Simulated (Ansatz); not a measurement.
This concerns the formation energy of GeO2 (quartz type, P3₂21) from the elements. Reaction: Ge (diamond) + O2 (gas) → GeO2 (quartz type). The sign is products less reactants. The value is per atom of the solid.

GeO2 (quartz type, P3₂21), 9 atoms in the cell, k-point mesh 12×12×6 on the run's own vectors.
```yaml
crystal:
  lattice:
    - [5.09024, 0.00000, 0.00000]
    - [-2.54512, 4.40828, 0.00000]
    - [0.00000, 0.00000, 5.76872]
  atoms:
    - { symbol: Ge, position: [0.54442, 0.54442, 0.50000] }
    - { symbol: Ge, position: [0.45558, 0.00000, 0.16667] }
    - { symbol: Ge, position: [0.00000, 0.45558, 0.83333] }
    - { symbol: O, position: [0.29831, 0.39723, 0.74194] }
    - { symbol: O, position: [0.60277, 0.90108, 0.40861] }
    - { symbol: O, position: [0.09892, 0.70169, 0.07528] }
    - { symbol: O, position: [0.39723, 0.29831, 0.25806] }
    - { symbol: O, position: [0.90108, 0.60277, 0.59139] }
    - { symbol: O, position: [0.70169, 0.09892, 0.92472] }
```

Ge (diamond, Fd-3m), 2 atoms in the cell, k-point mesh 10×10×10 on the run's own vectors. Conventional cell: a = 5.760 Å, b = 5.760 Å, c = 5.760 Å, α = 90.00°, β = 90.00°, γ = 90.00°.

An isolated O2 molecule (triplet) in a box of 11 × 11 × 13 Å.

Plane-wave PAW calculations with Ansatz (an electronic-structure program), its default PAW set, cutoff 420 eV, 500 eV for r2SCAN. The structures are at rest with PBE; other levels are single points on them. HSE06 runs on coarser k-point meshes, mended by the PBE difference between the two meshes. Neutral cells; Fermi-Dirac smearing of at most 0.05 eV in the solids, energies taken to zero width. The lattices are those relaxed with PBE, so at other levels the solids can be strained, which adds to the spread. A dispersion term (D3(BJ), or D4 for r2SCAN) was computed beside these levels and is taken off wherever the name lacks it. Nuclei at rest; no vibrational terms. Cells are local rest points, mostly with their start's symmetry.

Question: Estimate the value that HSE06 returns for this input.

Answer: -1.68 eV/atom, for Ge (diamond) + O2 (gas) → GeO2 (quartz type).

Question: How does the value move with the functional?

Answer: 
| Method | value (eV/atom) | less HSE06 |
|---|---|---|
| r2SCAN | -1.75 | -0.07 |

The levels span 0.07 eV/atom, from r2SCAN (-1.75) to HSE06 (-1.68).
